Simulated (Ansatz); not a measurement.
TiH: checking dH/dP = V

These are results of Ansatz 0.2.0, DFT r2SCAN, scalar-relativistic, plane waves, PAW, not measurements. (500 eV cutoff, 18×18×18 k-mesh, Gaussian smearing of 0.10 eV, no spin polarisation)

Reference structure (relaxed):

```
CELL_PARAMETERS angstrom
0.00000 2.08697 2.08697
2.08697 0.00000 2.08697
2.08697 2.08697 0.00000
ATOMIC_POSITIONS crystal
Ti 0.00000 0.00000 0.00000
H 0.50000 0.50000 0.50000
```

Cell and atoms were relaxed at each target pressure within the start's symmetry (Fm-3m), at zero temperature; other phases can be more stable under pressure. H = E + PV with P the target; E is the free energy at the smearing used, whose derivative the pressure is, per atom and counted from zero pressure. The mesh named is that at zero pressure; some other pressures ran on another.

```
P (GPa) V (Å³/atom) E − E0 (meV) H − H0 (meV)
      0        9.090           0.0           0.0
      1        9.029           0.2          56.5
      4        8.857           2.9         224.0
     12        8.466          22.1         656.2
     25        7.962          79.3        1321.8
     50        7.265         238.9        2506.3
     90        6.520         558.4        4221.1
```

Thermodynamics gives dH/dP = V along a relaxed path. Integrate V over P by the trapezoid rule and compare with the computed enthalpies.

With 1 eV/Å³ = 160.22 GPa, each step adds the mean volume times ΔP / 160.22:
```
P (GPa)  ∫V dP (meV) H − H0 (meV) difference (meV)
      1         56.5          56.5               0.0
      4        224.0         224.0               0.0
     12        656.5         656.2               0.3
     25       1323.0        1321.8               1.2
     50       2511.1        2506.3               4.8
     90       4231.9        4221.1              10.9
```

V(P) curves upward, so the trapezoid rule runs high; integrating a smooth curve through the same points puts that excess at about 11.3 meV at 90 GPa, against the 10.9 meV found.

At 90 GPa, how much of the enthalpy change is stored energy and how much is the PV term?

E rises by 558 meV/atom and PV is 90 × 6.520 / 160.22 = 3663 meV/atom, so PV makes 87 % of ΔH. So between rival structures at high pressure a small difference in volume can outweigh the difference in energy: 1 % of this volume is worth 36.6 meV/atom at this pressure.

What bulk modulus do the lowest pressures give?

From the pressures that the runs reached, -1.00 GPa (9.152 Å³) and 1.00 GPa (9.029 Å³), B = −ΔP/Δln V = 2.00 / 0.0135 = 148 GPa, a mean over that range.